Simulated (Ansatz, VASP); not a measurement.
Mo3P2 in VASP and in Ansatz

```
Mo P
1.0
     0.00000    2.52354    6.82061
     4.22497    0.00000    6.82061
     4.22497    2.52354    0.00000
Mo P
6 4
Direct
  0.54717 0.23220 0.45283
  0.76780 0.45283 0.23220
  0.45283 0.76780 0.54717
  0.23220 0.54717 0.76780
  0.81387 0.81387 0.18613
  0.18613 0.18613 0.81387
  0.78411 0.21589 0.78411
  0.21589 0.78411 0.21589
  0.25000 0.25000 0.25000
  0.75000 0.75000 0.75000
```

Alike in both runs: functional PBE; k mesh 4 × 4 × 4; occupations gaussian, width 0.1 eV; no spin polarisation.

Ansatz relaxed the structure, and its values are those at the end. VASP's run is a single point on that final structure, the one shown.

|  | VASP | Ansatz |
| --- | --- | --- |
| version | VASP 6.6.1 | Ansatz 0.2.0 |
| potentials or method | VASP PAW PBE potentials, release 64 (Mo_sv, P) | scalar-relativistic, plane waves, PAW |
| plane-wave cutoff (eV) | 520 | 420 |
| valence electrons in the cell | 104 | 104 |

Ansatz gave:

```
gap on the k mesh at the Fermi level (eV) : none
pressure (GPa)                            : 0.1
rms of the force components (eV/Å)        : 0.004
```

Question: Estimate VASP's values.

Answer: gap on the k mesh at the Fermi level (eV): none; pressure (GPa): 0.3; rms of the force components (eV/Å): 0.015.

A gap of «none» marks a metal or a gap that the smearing closes.

Caveats: the k mesh is coarse (spacing up to 0.38 Å⁻¹), so the values aren't converged.
